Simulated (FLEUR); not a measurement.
# C (Fd-3m) in FLEUR: further runs, part 2 of 2

FLEUR MaX-R8.1 (later development tree).

**5. Equation of state, PW91, 5.67 Å³/atom**

File inp.xml:

```xml
<?xml version="1.0" encoding="UTF-8" standalone="no"?>
<fleurInput fleurInputVersion="0.39">
   <comment>
      C                                                                                                   
   </comment>
   <calculationSetup>
      <cutoffs Kmax="5.5" Gmax="17.0" GmaxXC="17.0" numbands="0"/>
      <scfLoop itmax="60" minDistance="0.00001" maxIterBroyd="15" imix="Anderson" alpha="0.05" precondParam="0.0" spinf="2.0" sdNocoIR="T"/>
      <coreElectrons ctail="T" frcor="F" kcrel="0" coretail_lmax="0"/>
      <xcFunctional name="pw91" relativisticCorrections="F"/>
      <magnetism jspins="1"/>
      <soc l_soc="F" theta="0.0" phi="0.0" spav="F"/>
      <expertModes spex="0" secvar="F"/>
      <geometryOptimization l_f="F" forcealpha="1.0" forcemix="BFGS" epsdisp="0.00001" epsforce="0.00001"/>
      <ldaU l_linMix="F" mixParam="0.05" spinf="1.0"/>
   </calculationSetup>
   <cell>
      <bzIntegration valenceElectrons="8.0" mode="hist" fermiSmearingEnergy="0.00183747">
         <kPointListSelection listName="default-1"/>
         <!-- k-points included here -->
         <xi:include xmlns:xi="http://www.w3.org/2001/XInclude" href="kpts.xml"> </xi:include>
      </bzIntegration>
      <!-- symmetry operations included here -->
      <xi:include xmlns:xi="http://www.w3.org/2001/XInclude" href="sym.xml"> </xi:include>
      <bulkLattice scale="1.0000000000">
         <bravaisMatrix>
            <row-1>    0.0000000000000000     3.3700808788279017     3.3700808788279017</row-1>
            <row-2>    3.3700808788279017     0.0000000000000000     3.3700808788279017</row-2>
            <row-3>    3.3700808788279017     3.3700808788279017     0.0000000000000000</row-3>
         </bravaisMatrix>
      </bulkLattice>
   </cell>
   <atomSpecies>
      <species name="Carbon (C)" element="C" atomicNumber="6">
         <mtSphere radius="1.31" gridPoints="447" logIncrement="0.023"/>
         <atomicCutoffs lmax="8" lnonsphr="6"/>
         <electronConfig flipSpins="F">
            <coreConfig>(1s1/2)</coreConfig>
            <valenceConfig>(2s1/2) (2p1/2) (2p3/2)</valenceConfig>
            <stateOccupation state="(2p1/2)" spinUp="0.333333" spinDown="0.333333"/>
            <stateOccupation state="(2p3/2)" spinUp="0.666667" spinDown="0.666667"/>
         </electronConfig>
         <energyParameters s="2" p="2" d="3" f="4"/>
         <lo type="SCLO" l="0" n="2" eDeriv="2"/>
         <lo type="SCLO" l="1" n="2" eDeriv="2"/>
         <lo type="SCLO" l="2" n="3" eDeriv="2"/>
      </species>
   </atomSpecies>
   <atomGroups>
      <atomGroup species="Carbon (C)">
         <relPos label="                   1">-3.000/8.000 -3.000/8.000 -3.000/8.000</relPos>
         <relPos label="                   2">3.000/8.000 3.000/8.000 3.000/8.000</relPos>
         <force calculate="T" relaxXYZ="TTT"/>
      </atomGroup>
   </atomGroups>
   <output dos="F" band="F" slice="F">
      <checks vchk="F" cdinf="F"/>
      <bandDOS minEnergy="-.5*Htr" maxEnergy="0.5*Htr" sigma="0.015" storeEVData="T"/>
      <vacuumDOS vacdos="F" integ="F" star="F" nstars="0" locx1="0.0" locy1="0.0" locx2="0.0" locy2="0.0" nstm="0" tworkf="0.0"/>
      <unfoldingBand unfoldBand="F" supercellX="1" supercellY="1" supercellZ="1"/>
      <plotting iplot="0" polar="F">
         <plot TwoD="T" vec1="  1.0  0.0  0.0" vec2="  0.0  1.0  0.0" vec3="  0.0  0.0  1.0" zero="  0.0  0.0  0.0" file="plot"/>
      </plotting>
      <chargeDensitySlicing numkpt="0" minEigenval="0.0" maxEigenval="0.0" nnne="0" pallst="F"/>
      <specialOutput eonly="F"/>
      <moessbauerParams electricFieldGradient="T" isomerShift="T" coreHyperfine="T" valenceHyperfine="T"/>
      <magneticCircularDichroism mcd="F" energyLo="-10.0" energyUp="0.0"/>
   </output>
  <!-- We include the file relax.xml here to enable relaxations (see documentation) -->
  <xi:include xmlns:xi="http://www.w3.org/2001/XInclude" href="relax.xml"> <xi:fallback/> </xi:include>
</fleurInput>
```

On the command line:

```console
inpgen -f crystal.txt -profile fastHighL
# inp.xml edited to the form shown
fleur_MPI
```

Wall time 15 s (1 thread of Arm Neoverse V1, shared host); peak memory 0.09 GiB.

The run converged. Its results:

| Property | Result |
| --- | --- |
| Free energy | -2075.2340 eV |
| Band gap on the k mesh | 4.19 eV, indirect (least direct gap 5.63 eV) |
| Valence electrons inside the program's atomic spheres | C 1.96 (radii C 1.31 bohr) |

Caveat: an odd mesh through Γ misses points on the zone boundary, where band edges often lie.

**6. Equation of state, PW91, 5.90 Å³/atom (volume scaled by 1.04)**

Edit inp.xml of step 5 so:

```diff
@@ -24,3 +24,3 @@
       <xi:include xmlns:xi="http://www.w3.org/2001/XInclude" href="sym.xml"> </xi:include>
-      <bulkLattice scale="1.0000000000">
+      <bulkLattice scale="1.0131594038">
          <bravaisMatrix>
```

Potentials or basis: all-electron, FLAPW.

On the command line:

```console
inpgen -f crystal.txt -profile fastHighL
# inp.xml edited to the form shown
fleur_MPI
```

Run time: 15 s. Hardware: 1 thread of Arm Neoverse V1, shared host; peak memory 0.09 GiB.

The run converged. Its results:

```
Free energy                                           : -2075.2148 eV
Band gap on the k mesh                                : 4.10 eV, indirect (least direct gap 5.51 eV)
Valence electrons inside the program's atomic spheres : C 1.93 (radii C 1.31 bohr)
```

Caveat: an odd mesh through Γ misses points on the zone boundary, where band edges often lie.

**7. Equation of state, PW91, 6.01 Å³/atom (volume scaled by 1.06)**

Edit inp.xml of step 6 so:

```diff
@@ -24,3 +24,3 @@
       <xi:include xmlns:xi="http://www.w3.org/2001/XInclude" href="sym.xml"> </xi:include>
-      <bulkLattice scale="1.0131594038">
+      <bulkLattice scale="1.0196128224">
          <bravaisMatrix>
```

On the command line:

```console
inpgen -f crystal.txt -profile fastHighL
# inp.xml edited to the form shown
fleur_MPI
```

Wall time 16 s (1 thread of Arm Neoverse V1, shared host); peak memory 0.09 GiB.

It converged, with:

```yaml
Free_energy: -2075.1892 eV
Band_gap_on_the_k_mesh: 4.07 eV, indirect (least direct gap 5.46 eV)
Valence_electrons_inside_the_program's_atomic_spheres: C 1.91 (radii C 1.31 bohr)
```

Caveat: an odd mesh through Γ misses points on the zone boundary, where band edges often lie.

**8. Equation of state, PW91**

This step only gathers the single runs of the series.

What came out:

```
Equilibrium volume                      : 5.69 Å³/atom
Bulk modulus                            : 434 GPa
Pressure derivative of the bulk modulus : 3.7 (rough: it moves with the points fitted)
```

Energy against volume, from the lowest point:
| volume (Å³/atom) | energy (meV/atom) |
| --- | --- |
| 5.332 | 33.95 |
| 5.445 | 15.33 |
| 5.672 | 0.00 |
| 5.899 | 9.57 |
| 6.012 | 22.39 |

**9. Comparison with measurements**

Step 8. A measured bulk modulus of C is 442 GPa (quoted in “Equation of state of cubic boron nitride at high pressures and temperatures”, 2007, arxiv:cond-mat/0702656); the calculated 434 GPa misses it by -1.9 %. 3 values of this kind are on record (442 to 444.8 GPa); this one was drawn at random among those near their median, those with a stated uncertainty first. The fit is for a static lattice scaled at fixed shape and fixed fractional positions. The cell as given is a measured one (5.67 Å³/atom); PW91 puts the equilibrium volume +0.3 % from it, thermal expansion not counted.
